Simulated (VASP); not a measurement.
# Mg (P6_3/mmc) in VASP: notebook

The runs below take Mg through band structure, with revPBE, BLYP.

Program: VASP 6.6.1. These are calculated values, not measurements. Logs are shortened: lines on timing, memory, paths and dates and some standing lists are left out, and cuts for length are marked.

### Step 1. Starting point

Symmetry: P6_3/mmc, No. 194, hexagonal system. The conventional cell has a = 3.209 Å, b = 3.209 Å, c = 5.210 Å, α = 90.00°, β = 90.00°, γ = 120.00°. Mg (site symmetry -6m2) is surrounded by 12 Mg at 3.20 to 3.21 Å.

### Step 2. Band structure, revPBE

The input, POSCAR:

```
Mg
1.0
    3.2093000000      0.0000000000      0.0000000000
   -1.6046500000      2.7793353284      0.0000000000
    0.0000000000      0.0000000000      5.2103000000
Mg
2
Direct
    0.6666666667      0.3333333333      0.7500000000
    0.3333333333      0.6666666667      0.2500000000
```

The input, INCAR.step1:

```
SYSTEM = Mg
PREC     = Accurate       ! precision mode
ENCUT    = 520            ! plane-wave cutoff, eV
EDIFF    = 1E-7           ! SCF threshold, eV
ISMEAR   = -1             ! smearing method
SIGMA    = 0.05           ! smearing width, eV
LREAL    = .FALSE.        ! projectors in reciprocal space
LASPH    = .TRUE.         ! aspherical terms in the spheres
NELM     = 60             ! most SCF steps
ALGO     = Normal         ! electronic algorithm
ISIF     = 2              ! what is computed and relaxed
LWAVE    = .FALSE.        ! write WAVECAR
LCHARG   = .TRUE.         ! write CHGCAR
GGA      = RE             ! functional
NBANDS   = 9              ! bands
```

The input, KPOINTS.step1:

```
regular mesh
0
G
  10 10 5
  0 0 0
```

The input, INCAR.step2:

```
SYSTEM = Mg
PREC     = Accurate       ! precision mode
ENCUT    = 520            ! plane-wave cutoff, eV
EDIFF    = 1E-7           ! SCF threshold, eV
ISMEAR   = 0              ! smearing method
SIGMA    = 0.05           ! smearing width, eV
LREAL    = .FALSE.        ! projectors in reciprocal space
LASPH    = .TRUE.         ! aspherical terms in the spheres
NELM     = 60             ! most SCF steps
ALGO     = Normal         ! electronic algorithm
ISIF     = 2              ! what is computed and relaxed
LWAVE    = .FALSE.        ! write WAVECAR
LCHARG   = .FALSE.        ! write CHGCAR
GGA      = RE             ! functional
NBANDS   = 9              ! bands
ICHARG   = 11             ! starting density
```

The input, KPOINTS.step2:

```
path GMKGALHA,LM,KH
20
line-mode
reciprocal
 0.0000000000  0.0000000000  0.0000000000  G
 0.5000000000  0.0000000000  0.0000000000  M

 0.5000000000  0.0000000000  0.0000000000  M
 0.3333333333  0.3333333333  0.0000000000  K

 0.3333333333  0.3333333333  0.0000000000  K
 0.0000000000  0.0000000000  0.0000000000  G

 0.0000000000  0.0000000000  0.0000000000  G
 0.0000000000  0.0000000000  0.5000000000  A

 0.0000000000  0.0000000000  0.5000000000  A
 0.5000000000  0.0000000000  0.5000000000  L

 0.5000000000  0.0000000000  0.5000000000  L
 0.3333333333  0.3333333333  0.5000000000  H

 0.3333333333  0.3333333333  0.5000000000  H
 0.0000000000  0.0000000000  0.5000000000  A

 0.5000000000  0.0000000000  0.5000000000  L
 0.5000000000  0.0000000000  0.0000000000  M

 0.3333333333  0.3333333333  0.0000000000  K
 0.3333333333  0.3333333333  0.5000000000  H
```

Potentials or basis: VASP PAW PBE potentials, release 64 (Mg).

Launch:

```
$ cat potpaw_PBE.64/Mg/POTCAR > POTCAR
$ cp INCAR.step1 INCAR
$ cp KPOINTS.step1 KPOINTS
$ mpirun -np 1 vasp_std > vasp.out
$ cp INCAR.step2 INCAR
$ cp KPOINTS.step2 KPOINTS
$ mpirun -np 1 vasp_std > vasp.out
```

OUTCAR:

```text
SYSTEM = Mg
   PREC = Accurate
   ENCUT = 520
   EDIFF = 1E-7
   ISMEAR = 0
   LREAL = .FALSE.
   LASPH = .TRUE.
   NELM = 60
   ISIF = 2
   GGA = RE
   ICHARG = 11

 ion  position               nearest neighbor table
   1  0.667  0.333  0.750-   2 3.20   2 3.20   2 3.20   2 3.20   2 3.20   2 3.20
   2  0.333  0.667  0.250-   1 3.20   1 3.20   1 3.20   1 3.20   1 3.20   1 3.20

  LATTYP: Found a hexagonal cell.
 ALAT       =     3.2093000000
 C/A-ratio  =     1.6235004518

  Lattice vectors:

 A1 = (   3.2093000000,   0.0000000000,   0.0000000000)
 A2 = (  -1.6046500000,   2.7793353284,   0.0000000000)
 A3 = (   0.0000000000,   0.0000000000,   5.2103000000)

Analysis of symmetry for initial positions (statically):
=====================================================================
 Subroutine PRICEL returns:
 Original cell was already a primitive cell.

 Routine SETGRP: Setting up the symmetry group for a
 hexagonal supercell.

 Subroutine GETGRP returns: Found 24 space group operations
 (whereof 12 operations were pure point group operations)
 out of a pool of 24 trial point group operations.

The static configuration has the point symmetry D_3d.
 The point group associated with its full space group is D_6h.

Analysis of symmetry for dynamics (positions and initial velocities):
=====================================================================
 Subroutine PRICEL returns:
 Original cell was already a primitive cell.

 Routine SETGRP: Setting up the symmetry group for a
 hexagonal supercell.

 Subroutine GETGRP returns: Found 24 space group operations
 (whereof 12 operations were pure point group operations)
 out of a pool of 24 trial point group operations.

The dynamic configuration has the point symmetry D_3d.
 The point group associated with its full space group is D_6h.

 Subroutine INISYM returns: Found 24 space group operations
 (whereof 12 operations are pure point group operations),
 and found     1 'primitive' translations

----------------------------------------------------------------------------------------

                                     Primitive cell

  volume of cell :      46.4744

  direct lattice vectors                    reciprocal lattice vectors
     3.209300000  0.000000000  0.000000000     0.311594429  0.179899127  0.000000000
    -1.604650000  2.779335328  0.000000000     0.000000000  0.359798255  0.000000000
     0.000000000  0.000000000  5.210300000     0.000000000  0.000000000  0.191927528

  length of vectors
     3.209300000  3.209300000  5.210300000     0.359798255  0.359798255  0.191927528

  position of ions in fractional coordinates (direct lattice)
     0.666666667  0.333333333  0.750000000
     0.333333333  0.666666667  0.250000000

  ion indices of the primitive-cell ions
   primitive index   ion index
                 1           1
                 2           2

----------------------------------------------------------------------------------------

 KPOINTS: path GMKGALHA,LM,KH

Interpolating k-points between supplied coordinates.

 Line segments in fractional coordinates (reciprocal lattice):
    0.000000  0.000000  0.000000  ...  0.500000  0.000000  0.000000
    0.500000  0.000000  0.000000  ...  0.333333  0.333333  0.000000
    0.333333  0.333333  0.000000  ...  0.000000  0.000000  0.000000
    0.000000  0.000000  0.000000  ...  0.000000  0.000000  0.500000
    0.000000  0.000000  0.500000  ...  0.500000  0.000000  0.500000
    0.500000  0.000000  0.500000  ...  0.333333  0.333333  0.500000
    0.333333  0.333333  0.500000  ...  0.000000  0.000000  0.500000
    0.500000  0.000000  0.500000  ...  0.500000  0.000000  0.000000
    0.333333  0.333333  0.000000  ...  0.333333  0.333333  0.500000

 Generated    20 points on each line segment, for a total of    180 k-points:

 Following reciprocal coordinates:
            Coordinates               Weight
  0.000000  0.000000  0.000000      0.005556
  0.026316  0.000000  0.000000      0.005556
  0.052632  0.000000  0.000000      0.005556
  0.078947  0.000000  0.000000      0.005556
  0.105263  0.000000  0.000000      0.005556
  0.131579  0.000000  0.000000      0.005556
[... 16 lines left out ...]
  0.482456  0.035088  0.000000      0.005556
  0.473684  0.052632  0.000000      0.005556
 [... further k-points ...]
   k-points           NKPTS =    180   k-points in BZ     NKDIM =    180   number of bands    NBANDS=      9
   number of dos      NEDOS =    301   number of ions     NIONS =      2
   total plane-waves  NPLWV =  23040
   dimension x,y,z NGX =    24 NGY =   24 NGZ =   40
   dimension x,y,z NGXF=    48 NGYF=   48 NGZF=   80
   ions per type =               2
   NGX,Y,Z   is equivalent  to a cutoff of  12.43, 12.43, 12.76 a.u.
   NGXF,Y,Z  is equivalent  to a cutoff of  24.86, 24.86, 25.53 a.u.
 SYSTEM =  Mg
   PREC   = accura    normal or accurate (medium, high low for compatibility)
   ISTART =      0    job   : 0-new  1-cont  2-samecut
   ICHARG =     11    charge: 1-file 2-atom 10-const
   ISPIN  =      1    spin polarized calculation?
   LNONCOLLINEAR =      F non collinear calculations
   LSORBIT =      F    spin-orbit coupling
   LASPH  =      T    aspherical Exc in radial PAW
   ENCUT  =  520.0 eV  38.22 Ry    6.18 a.u.   5.97  5.97  9.69*2*pi/ulx,y,z
   NELM   =     60;   NELMIN=  2; NELMDL=  0     # of ELM steps
   EDIFF  = 0.1E-06   stopping-criterion for ELM
   LREAL  =      F    real-space projection
   EDIFFG = 0.1E-05   stopping-criterion for IOM
   NSW    =      0    number of steps for IOM
   IBRION =     -1    ionic relax: 0-MD 1-quasi-New 2-CG
   NFREE  =      0    steps in history (QN), initial steepest desc. (CG)
   ISIF   =      2    stress and relaxation
   ISYM   =      2    0-nonsym 1-usesym 2-fastsym
   POTIM  = 0.5000    time-step for ionic-motion
   TEBEG  =    0.0;   TEEND  =   0.0 temperature during run
   PSTRESS=    0.0 pullay stress
   NELECT =       4.0000    total number of electrons
   NUPDOWN=      -1.0000    fix difference up-down
   EMIN   =  10.00;   EMAX   =-10.00  energy-range for DOS
   EFERMI =   0.00;   METHOD = LEGACY
   ISMEAR =     0;   SIGMA  =   0.05  broadening in eV -4-tet -1-fermi 0-gaus
   EFERMI_NEDOS =   21; number of points for ismear=-14 and -15
   IALGO  =     38    algorithm
   IMIX   =      4    mixing-type and parameters
     AMIX     =   0.40;   BMIX     =  1.00
     AMIX_MAG =   1.60;   BMIX_MAG =  1.00
  volume/ion in A,a.u.               =      23.24       156.81
  Fermi-wavevector in a.u.,A,eV,Ry     =   0.722809  1.365911  7.108401  0.522453
  Thomas-Fermi vector in A             =   1.812866
   LORBIT       =      0    0 simple, 1 ext, 2 COOP (PROOUT), +10 PAW based schemes
   GGA     = RE    functional components
   LHFCALC =     F    Hartree Fock is set to
   AEXX    =    0.0000 exact exchange contribution
   IVDW    =     0    specifies the selected vdW correction
   LEPSILON=     F    determine dielectric tensor
   LRPA    =     F    only Hartree local field effects (RPA)
 non-spin polarized calculation
 Gauss-broadening in eV      SIGMA  =   0.05
  energy-cutoff  :      520.00
  volume of cell :       46.47
 maximum number of plane-waves:      1281
 NGX is ok and might be reduce to    24

 number of electron       4.0000000 magnetization

 Free energy of the ion-electron system (eV)
  ---------------------------------------------------
  ext. energy  EPLUGINS =         0.00000000
  ---------------------------------------------------
  free energy    TOTEN  =        -2.09456769 eV

  energy without entropy =       -2.09211673  energy(sigma->0) =       -2.09334221

 E-fermi :   2.3346     XC(G=0):  -8.3727

 val. band max:        2.3302638747   @ k =   0.3333   0.3333   0.2368
 cond. band min:       2.3375562600   @ k =   0.4561   0.0877   0.5000
 fundamental gap:      0.0072923853
 Fermi energy:         2.3346251901

 k-point     1 :       0.0000    0.0000    0.0000
  band No.  band energies     occupation
      1      -4.2202      2.00000
      2       0.9743      2.00000
      3       1.4402      2.00000
      4      13.5388      0.00000
      5      13.5388      0.00000
      6      13.6609      0.00000
      7      13.6609      0.00000
      8      14.4156      0.00000
      9      16.0000      0.00000

 k-point     2 :       0.0263    0.0000    0.0000
  band No.  band energies     occupation
      1      -4.2066      2.00000
      2       0.9867      2.00000
      3       1.4533      2.00000
      4      12.9761      0.00000
      5      13.1769      0.00000
      6      13.7512      0.00000
      7      14.0423      0.00000
      8      14.6672      0.00000
      9      16.1805      0.00000

 k-point     3 :       0.0526    0.0000    0.0000
  band No.  band energies     occupation
      1      -4.1661      2.00000
      2       1.0239      2.00000
      3       1.4927      2.00000
      4      12.2099      0.00000
      5      12.7817      0.00000
      6      13.5305      0.00000
      7      14.4948      0.00000
      8      15.0454      0.00000
      9      16.7677      0.00000

 k-point     4 :       0.0789    0.0000    0.0000
  band No.  band energies     occupation
      1      -4.0985      2.00000
      2       1.0858      2.00000
      3       1.5582      2.00000
      4      11.4074      0.00000
      5      12.4069      0.00000
      6      13.2000      0.00000
      7      14.9580      0.00000
      8      15.2784      0.00000
      9      16.0925      0.00000
[... 205 lines left out ...]
 k-point    22 :       0.4912    0.0175    0.0000
  band No.  band energies     occupation
      1       0.5276      2.00000
      2       0.5520      2.00000
      3       5.3029      0.00000
      4       5.6536      0.00000
      5       5.9290      0.00000
      6       6.3289      0.00000
      7       9.3865      0.00000
      8      11.0411      0.00000
      9      13.7033      0.00000

 k-point    23 :       0.4825    0.0351    0.0000
  band No.  band energies     occupation
      1       0.5403      2.00000
      2       0.5650      2.00000
      3       5.3151      0.00000
      4       5.6663      0.00000
      5       5.9406      0.00000
      6       6.3111      0.00000
      7       9.1316      0.00000
      8      11.3472      0.00000
      9      13.4122      0.00000

 k-point    24 :       0.4737    0.0526    0.0000
  band No.  band energies     occupation
      1       0.5614      2.00000
      2       0.5866      2.00000
      3       5.3353      0.00000
      4       5.6875      0.00000
      5       5.9598      0.00000
      6       6.2770      0.00000
      7       8.8313      0.00000
      8      11.7370      0.00000
      9      13.0440      0.00000

 [... further k-points ...]
[... 5 lines left out ...]
  --------------------------------------------------------------------------------------
  -------------------------------------------------------------------------------------
  Total        0.6981220      0.6981220      0.0720333      0.0000000      0.0000000     -0.0000000
  in kB       24.0673310     24.0673310      2.4833033      0.0000000      0.0000000     -0.0000000
  external PRESSURE =      16.8726551 kB  Pullay stress =       0.0000000 kB

 VOLUME and BASIS-vectors are now :
 -----------------------------------------------------------------------------
  energy-cutoff  :      520.00
  volume of cell :       46.47
      direct lattice vectors                 reciprocal lattice vectors
     3.209300000  0.000000000  0.000000000     0.311594429  0.179899127  0.000000000
    -1.604650000  2.779335328  0.000000000     0.000000000  0.359798255  0.000000000
     0.000000000  0.000000000  5.210300000     0.000000000  0.000000000  0.191927528

 POSITION                                       TOTAL-FORCE (eV/Angst)
 -----------------------------------------------------------------------------------
      1.60465      0.92645      3.90773         0.000000      0.000000      0.000000
     -0.00000      1.85289      1.30258        -0.000000      0.000000      0.000000
 -----------------------------------------------------------------------------------
    total drift:                                0.000000     -0.000000      0.000000

  FREE ENERGIE OF THE ION-ELECTRON SYSTEM (eV)
  ---------------------------------------------------
  free  energy   TOTEN  =        -2.0945676879 eV

  energy  without entropy=       -2.0921167330  energy(sigma->0) =       -2.09334221
```

It took 33 s on 1 thread of Intel Xeon Platinum 8259CL at 2.50GHz (Skylake/Cascade Lake), shared host; peak memory 0.2 GiB.

What came out:

* Band gap along the path: none (metal or under the smearing width)

Levels at the corners of the path, in eV from the Fermi level:
```csv
point,band 1,band 2,band 3,band 4,band 5
Γ,-6.91,-1.71,-1.25,10.85,10.85
M,-2.16,-2.14,2.61,2.96,3.24
M,-2.16,-2.14,2.61,2.96,3.24
K,-0.65,-0.61,-0.61,4.08,4.08
K,-0.65,-0.61,-0.61,4.08,4.08
Γ,-6.91,-1.71,-1.25,10.85,10.85
Γ,-6.91,-1.71,-1.25,10.85,10.85
A,-5.53,-5.53,4.98,4.98,11.60
A,-5.53,-5.53,4.98,4.98,11.60
L,-1.13,-1.13,-0.46,-0.46,7.95
L,-1.13,-1.13,-0.46,-0.46,7.95
H,0.16,0.16,0.63,0.63,1.54
H,0.16,0.16,0.63,0.63,1.54
A,-5.53,-5.53,4.98,4.98,11.60
L,-1.13,-1.13,-0.46,-0.46,7.95
M,-2.16,-2.14,2.61,2.96,3.24
K,-0.65,-0.61,-0.61,4.08,4.08
H,0.16,0.16,0.63,0.63,1.54
```

Caveat: the log is that of the step along the path at fixed density, whose energy, stress, charges and moments have no meaning; the PAW data sets were made with another functional, which shifts forces and pressure a little.

### Step 3. Band structure, BLYP

POSCAR is that of step 2.

The input, INCAR.step1:

```
SYSTEM = Mg
PREC     = Accurate       ! precision mode
ENCUT    = 520            ! plane-wave cutoff, eV
EDIFF    = 1E-6           ! SCF threshold, eV
ISMEAR   = -1             ! smearing method
SIGMA    = 0.05           ! smearing width, eV
LREAL    = .False.        ! projectors in reciprocal space
LASPH    = .True.         ! aspherical terms in the spheres
NELM     = 80             ! most SCF steps
ALGO     = Normal         ! electronic algorithm
ISIF     = 2              ! what is computed and relaxed
LWAVE    = .False.        ! write WAVECAR
LCHARG   = .True.         ! write CHGCAR
GGA      = B5             ! functional
ALDAX    = 1.0          
AGGAX    = 1.0          
AGGAC    = 1.0          
ALDAC    = 0.0
```

The input, KPOINTS.step1:

```
Automatic mesh
0
Gamma
  10 10 5
  0 0 0
```

The input, INCAR.step2:

```
SYSTEM = Mg
PREC     = Accurate       ! precision mode
ENCUT    = 520            ! plane-wave cutoff, eV
EDIFF    = 1E-6           ! SCF threshold, eV
ISMEAR   = 0              ! smearing method
SIGMA    = 0.05           ! smearing width, eV
LREAL    = .False.        ! projectors in reciprocal space
LASPH    = .True.         ! aspherical terms in the spheres
NELM     = 80             ! most SCF steps
ALGO     = Normal         ! electronic algorithm
ISIF     = 2              ! what is computed and relaxed
LWAVE    = .False.        ! write WAVECAR
LCHARG   = .False.        ! write CHGCAR
GGA      = B5             ! functional
ALDAX    = 1.0          
AGGAX    = 1.0          
AGGAC    = 1.0          
ALDAC    = 0.0          
ICHARG   = 11             ! starting density
```

Edit KPOINTS.step2 of step 2 so:

```diff
@@ -1,3 +1,3 @@
 path GMKGALHA,LM,KH
-20
+15
 line-mode
```

Potentials or basis: VASP PAW PBE potentials, release 64 (Mg).

Launch:

```
$ cat potpaw_PBE.64/Mg/POTCAR > POTCAR
$ cp INCAR.step1 INCAR
$ cp KPOINTS.step1 KPOINTS
$ mpirun -np 1 vasp_std > vasp.out
$ cp INCAR.step2 INCAR
$ cp KPOINTS.step2 KPOINTS
$ mpirun -np 1 vasp_std > vasp.out
```

It took 32 s on 1 thread of Intel Xeon Platinum 8259CL at 2.50GHz (Skylake/Cascade Lake), shared host; peak memory 0.17 GiB.

The run converged. Its results:

| Quantity | Value |
| --- | --- |
| Band gap along the path | none (metal or under the smearing width) |

Levels at the corners of the path, in eV from the Fermi level:
```
point  band 1  band 2  band 3  band 4  band 5  band 6
    Γ   -6.90   -1.61   -1.34   10.81   10.81   10.84
    M   -2.20   -2.08    2.62    3.11    3.18    3.55
    M   -2.20   -2.08    2.62    3.11    3.18    3.55
    K   -0.66   -0.66   -0.51    4.07    4.07    4.27
    K   -0.66   -0.66   -0.51    4.07    4.07    4.27
    Γ   -6.90   -1.61   -1.34   10.81   10.83   10.84
    Γ   -6.90   -1.61   -1.34   10.81   10.82   10.84
    A   -5.52   -5.52    4.96    4.96   11.55   11.55
    A   -5.52   -5.52    4.96    4.96   11.55   11.55
    L   -1.09   -1.09   -0.49   -0.49    7.90    7.93
    L   -1.09   -1.09   -0.49   -0.49    7.90    7.93
    H    0.17    0.17    0.76    0.76    1.38    1.38
    H    0.17    0.17    0.76    0.76    1.38    1.38
    A   -5.52   -5.52    4.96    4.96   11.55   11.55
    L   -1.09   -1.09   -0.49   -0.49    7.91    7.95
    M   -2.20   -2.08    2.62    3.11    3.18    3.55
    K   -0.66   -0.66   -0.51    4.07    4.07    4.27
    H    0.17    0.17    0.76    0.76    1.38    1.38
```

Caveat: the log is that of the step along the path at fixed density, whose energy, stress, charges and moments have no meaning; the PAW data sets were made with another functional, which shifts forces and pressure a little.
